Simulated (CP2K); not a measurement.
Crystal: Sb.

```
Sb
1.0
     4.50666    0.00000    0.00000
     2.44723    3.78432    0.00000
     2.44723    1.33179    3.54223
Sb
2
Direct
  0.76651 0.76651 0.76651
  0.23349 0.23349 0.23349
```

Base run:

```yaml
Program: CP2K 2026.2
Functional: vdW-DF-cx
Potentials_or_basis: POTENTIAL_UZH Sb GTH-PBE-q5; TZVP-MOLOPT-PBE-GTH basis
Density_cutoff: 9184 eV
k_mesh: 8 × 8 × 8
Occupations: fermi-dirac, width 0.05 eV
Spin: no spin polarisation
```

Its results: band gap on the k mesh none (metal or under the smearing width); pressure 3.4 GPa; largest force 0.283 eV/Å.

Q: The run is repeated on the same cell with these changes: functional from vdW-DF-cx to PBEsol. What comes out?

A: Band gap on the k mesh none (metal or under the smearing width); pressure 2.5 GPa; largest force 0.319 eV/Å.

Caveats: the potentials were made for another functional, which shifts forces and pressure; the basis of atomic orbitals isn't converged, which shifts pressures, moduli and gaps.
